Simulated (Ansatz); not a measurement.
Crystal: SnO2.

```
CELL_PARAMETERS angstrom
-2.00007 2.00007 5.12368
2.00007 -2.00007 5.12368
2.00007 2.00007 -5.12368
ATOMIC_POSITIONS crystal
Sn 0.00000 0.00000 0.00000
Sn 0.75000 0.25000 0.50000
O 0.54652 0.04652 0.50000
O 0.20348 0.20348 0.00000
O 0.95348 0.45348 0.50000
O 0.79652 0.79652 0.00000
```

Measurements of this composition are mostly on another form, of space group No. 136.

Program: Ansatz 0.2.0. Alike in all runs: task band structure; potentials or basis Ansatz PAW; no spin polarisation; cell as given; smearing fixed.

Question: Order these runs on this cell by their band gap on the k mesh, lowest first.
A. level r2SCAN; k mesh 10 × 10 × 10; cutoff (eV) 500; level r2scan
B. level HSE06; k mesh 6 × 6 × 6; cutoff (eV) 420; level hse06
C. level LDA; k mesh 10 × 10 × 10; cutoff (eV) 420; level lda
D. level PBE0; k mesh 6 × 6 × 6; cutoff (eV) 420; level pbe0

Answer: C (1.49 eV), A (2.28 eV), B (3.34 eV), D (4.05 eV).

Caveats: spin-orbit coupling is left out, which moves the levels of the heavy elements.

A k mesh can miss the band edges.

Not every run made on this cell is shown here.
